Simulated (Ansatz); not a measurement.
# Hg in Ansatz: convergence with ecutfock ratio

Input of the first run (ecutfock ratio 1); the others differ in this setting and in those tied to it:

Contents of input.yaml:

```yaml
crystal:
  lattice:
    - [2.1243184923, -2.6725824964, 0.0]
    - [2.1243184923, 2.6725824964, 0.0]
    - [-2.1151288124, 0.0, 2.8921990043]
  atoms:
    - { symbol: Hg, position: [0.0, 0.0, 0.0] }
hamiltonian:
  xc: pbe0
  pseudopotentials: { kind: paw, source: jth }
kpoints:
  mp_grid: { grid: [5, 5, 5] }
scf:
  occupations: { method: fermi_dirac, width: 0.1 }
  exx: { ecutfock_ratio: 1 }
output:
  forces: true
  stress: true
  eigenvalues: true
```

Potentials or basis: JTH PAW.

Run with:

```console
$ ansatz run input.yaml --threads 2 --pin off --max-ram 5632MiB --backend cpu --events-out ev --progress --plain --runs-dir out
```

Hardware: 2 threads of Arm Neoverse V2, with other jobs on the host.

```
ecutfock ratio  energy less the tightest run, at zero smearing (meV/atom)  SCF cycles  CPU time (s)  peak memory (GiB)
             1                                                       0.00          12            56                1.7
             2                                                       0.00          12            79                1.9
             3                                                       0.00          12            77                  2
             4                                                       0.00          12            76                  2
```

Against the tightest run, the energy stays within 1 meV/atom from 1 on. The tightest run that finished is the yardstick and may itself not be fully converged.

Caveat, for the tightest run too: the k mesh is coarse (spacing up to 0.44 Å⁻¹), so the values aren't converged, least of all with exact exchange; odd divisions of the mesh miss points on the zone boundary, where band edges often lie, so the gap on the mesh can be too wide; spin-orbit coupling is left out, which moves the levels of the heavy elements.
